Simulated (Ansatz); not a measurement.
Free-standing chains of the atoms of TiC, named by their start (strip: triangular double chain, ladder: square double chain); atoms and period are relaxed, and energies count from relaxed bulk TiC (Fm-3m, 10.17 Å³/atom, gap on the mesh 0.00 eV).

All numbers below come from DFT PBE, scalar-relativistic, plane waves, PAW (Ansatz).

Cutoff 420 eV, Gaussian smearing of 0.05 eV, energies at zero smearing, symmetry of each start kept, collinear spin where a moment is listed.

| start | atoms | k mesh | excess energy (eV per host atom) | period (Å) | gap on the mesh (eV) | highest filled level or Fermi level under vacuum (eV) | size of the moment (μB per cell) |
| --- | --- | --- | --- | --- | --- | --- | --- |
| linear chain | 2 | 1×1×17 | 3.495 | 3.706 | 0 | 3.82 | 0.59 |
| dimerised chain | 2 | 1×1×17 | 3.495 | 3.706 | 0 | 3.82 | 0.59 |
| zigzag chain | 2 | 1×1×18 | 3.082 | 3.085 | 0 | - | 0.23 |
| ladder chain | 4 | 1×1×17 | 2.015 | 3.990 | 0.21 | - | 0.00 |
| strip chain* | 2 | 1×1×31 | 3.086 | 3.065 | 0 | - | 0.05 |

* ends far from its start.

An odd mesh misses points on the zone edge, so a gap read on it can be too wide.

Each run keeps its start's symmetry and one magnetic start, so lower states can exist. Rows stand on unlike meshes and boxes, so starts that end alike can differ by a few hundredths of an eV per atom.

Cost: 5 runs of about 31 core-minutes in all, on Intel Xeon Processor @ 2.50GHz (Skylake/Cascade Lake) (shared hosts).